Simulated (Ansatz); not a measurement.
A (100) slab of WC (P-6m2 (No. 187)), 10 planes, outer planes C (top) and W (bottom), with 10 atoms (W5C5) in a surface cell of A = 8.196 Å², as cut from the bulk:

```xyz
10
Lattice="2.8276 0.0000 0.0000 0.0000 2.8984 0.0000 0.0000 0.0000 26.7138" Properties=species:S:1:pos:R:3 pbc="T T T"
W     0.0000    1.4492    7.5000
C     1.4138    1.4492    9.1734
W     0.0000    0.0000   10.0101
C     1.4138    0.0000   11.6835
W     0.0000    1.4492   12.5202
C     1.4138    1.4492   14.1936
W     0.0000    0.0000   15.0303
C     1.4138    0.0000   16.7037
W     0.0000    1.4492   17.5404
C     1.4138    1.4492   19.2138
```

Computed with Ansatz 0.2.0, DFT PBEsol, scalar-relativistic, plane waves, PAW. Plane waves to 420 eV, a k mesh through Γ of 12×12×1 on the computed 10-atom cell and Gaussian smearing (0.10 eV); no spin polarisation. A dipole correction removes the field between periodic images along c.

Against the same 10 atoms in the bulk, the slab as cut lies 8.258 eV higher and the relaxed slab 7.746 eV higher.

(1) Work out the surface energy before and after relaxation.

(2) What is the ideal work of this cut, per area?

Results:

(1) The slab has two faces, so γ = (E_slab − N·E_bulk)/(2A), the mean of both. As cut: 8.258/(2 × 8.196) = 0.5038 eV/Å², and 1 eV/Å² = 16.02 J/m², so γ = 8.07 J/m². Relaxed: 7.746/(2 × 8.196) = 0.4725 eV/Å² = 7.57 J/m². Relaxation recovers 6 % of the cost of cutting.

(2) Griffith's ideal work is 2γ: 16.14 J/m² if the new faces stay rigid, 15.14 J/m² if they relax. Other cuts parallel to this plane can cost less. One thickness was run, 10 planes, so γ can still shift with it.